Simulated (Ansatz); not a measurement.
**Ge: strain energy, fitted**

Ge, Fd-3m, a = 5.675 Å. Ansatz: PBEsol, PAW, 420 eV, Γ-centred 14×14×10 mesh on 4 atoms, Gaussian smearing 0.10 eV; no spin polarisation. Series: biaxial strain in the a-b plane, c and atoms relaxed; x is the strain in per cent. The axes a, b, c are those of the computed cell (4.013, 4.013, 5.675 Å), along [1 1 0], [-1 1 0], [0 0 1] of the cell named above. y is the free energy over the unstrained cell, V0 = 22.844 Å³/atom.

```tsv
x (%)	y (meV/atom)
-6.0	74.81
-4.0	31.94
-2.0	?
0.0	0.00
2.0	6.64
4.0	25.28
6.0	53.86
```

**Question.** Fit y = c2 x² + c3 x³ to the other rows, turn c2 into a modulus, and predict the missing energy.

**Answer.** Least squares on the rows shown. y = 1.7871 x² − 0.048790 x³. In eV per unit strain² c2 is 17.87; M is the biaxial modulus (E = M V0 ε²): 17.87 × 160.2 / (22.844) = 125 GPa. The unstrained cell keeps some stress along the strain, worth a slope of -0.10 meV/atom per %, which the form leaves out. At x = -2.0 the fit asked for gives 7.54 meV/atom. The run gave 7.68 meV/atom, so the fit is 0.14 meV/atom too low, within the rms miss on the fitted rows (0.15 meV/atom). Note that the gap is open there and closed in the run one row up.